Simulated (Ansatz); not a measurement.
# AgCl: a tetragonal deformation path

An exercise on one series of results from a longer session: the logs are not shown, and one member is left open.

Program: Ansatz 0.2.0. Level of theory: DFT PBE, scalar-relativistic, plane waves, PAW. These are calculated values, not measurements.

## The structure to begin with

The structure is cubic, space group Fm-3m (No. 225). Conventional cell: a = 5.546 Å, b = 5.546 Å, c = 5.546 Å, α = 90.00°, β = 90.00°, γ = 90.00°. Around Ag (site symmetry m-3m) lie 6 Cl at 2.77 Å. Cl (site symmetry m-3m) is surrounded by 6 Ag at 2.77 Å.

Structure file:

```cif
data_structure
_symmetry_space_group_name_H-M 'Fm-3m'
_symmetry_Int_Tables_number 225
_cell_length_a 5.5463
_cell_length_b 5.5463
_cell_length_c 5.5463
_cell_angle_alpha 90.000
_cell_angle_beta 90.000
_cell_angle_gamma 90.000
_cell_volume 170.61
loop_
_atom_site_label
_atom_site_type_symbol
_atom_site_symmetry_multiplicity
_atom_site_Wyckoff_symbol
_atom_site_fract_x
_atom_site_fract_y
_atom_site_fract_z
_atom_site_occupancy
Ag1 Ag 4 b 0.50000 0.00000 0.00000 1
Cl1 Cl 4 a 0.00000 0.00000 0.00000 1
```

The cell is taken as given, not relaxed at this level.

The first run:

The input, input.yaml:

```yaml
crystal:
  lattice:
    - [0.0, 2.77315, 2.77315]
    - [2.77315, 0.0, 2.77315]
    - [2.77315, 2.77315, 0.0]
  atoms:
    - { symbol: Ag, position: [0.5, 0.5, 0.5] }
    - { symbol: Cl, position: [0.0, 0.0, 0.0] }
basis:
  ecutwfc: 420
kpoints:
  mp_grid: { grid: [10, 10, 10] }
hamiltonian:
  xc: pbe
scf:
  occupations: { method: gaussian, width: 0.05 }
output:
  forces: true
  stress: true
  eigenvalues: true
```

Run with:

```sh
$ ansatz run input.yaml --threads 1 --pin off --max-ram 2560MiB --backend cpu --events-out ev --progress --plain --runs-dir out
```

Steps of the session up to this table: The reference: the undisturbed cell on the scan's mesh; At ρ = 0.707; Point ρ = 1.414; At ρ = 0.850; At ρ = 1.200; ρ = 0.780; At ρ = 1.300; Point ρ = 0.920; ρ = 1.100; Point ρ = 0.650; ρ = 1.500; ρ = 0.960; ρ = 1.050.

One table of the session follows, with a row left open; its other results are not shown here.

It belongs to the step «The scan collected». Collected from the runs (energy zero: the undisturbed cell):

```
    ρ  ΔE (meV/atom)  pressure (GPa)  gap on the mesh (eV)
0.650          705.9            27.5                  1.98
0.707          329.7            16.3                  1.45
0.780              ?               ?                     ?
0.850           37.7             4.2                  0.74
0.920            8.4             2.3                  0.73
0.960            1.9             1.8                  0.80
1.000            0.0             1.6                  0.91
1.050            2.7             1.8                  0.77
1.100           10.8             2.4                  0.65
1.200           45.0             4.6                  0.47
1.300          107.3             7.9                  0.33
1.414          218.5            12.8                  0.20
1.500          333.5            17.2                  0.11
```

Estimate the missing values for ρ = 0.780.

Worked estimate for «ΔE (meV/atom)». A straight line through the neighbours (0.707, 329.7) and (0.850, 37.7) gives 329.7 + (37.7 − 329.7) × (0.780 − 0.707) / (0.850 − 0.707) = 180.6; a parabola fitted to 4 rows on both sides gives 110.9.

The run gave: ΔE (meV/atom): 116.5; pressure (GPa): 8.2; gap on the mesh (eV): 0.96. In «ΔE (meV/atom)» the line misses by +64.1 and the parabola by -5.6.
